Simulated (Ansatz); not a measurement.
# Sb in Ansatz: the effect of functional

Crystal: Sb.

```xyz
1
Lattice="0.0000 2.4177 2.4177 2.4177 0.0000 2.4177 2.4177 2.4177 0.0000" Properties=species:S:1:pos:R:3 pbc="T T T"
Sb    0.0000    0.0000    0.0000
```

This isn't the form of Sb at room conditions, which is rhombohedral.

The cell isn't the ideal one: volume scaled by 1.06.

Alike in all runs:

* Program: Ansatz 0.2.0
* Task: single point
* Potentials or basis: Ansatz PAW
* k mesh: 10 × 10 × 10
* Occupations: fermi-dirac, width 0.05 eV
* Spin: no spin polarisation

| functional | cutoff | pressure (GPa) |
| --- | --- | --- |
| LDA | 420 eV (not typed: the program's choice for these potentials) | -5.4 |
| PBEsol | 420 eV (not typed: the program's choice for these potentials) | ? |
| r2SCAN | 500 eV (not typed: the program's choice for these potentials) | -2.2 |

What does the run with functional PBEsol give?

Pressure -4.4 GPa.

Caveats: the PAW data sets come from PBE, with cores solved anew for the run's functional, which leaves a small shift of forces and pressure.
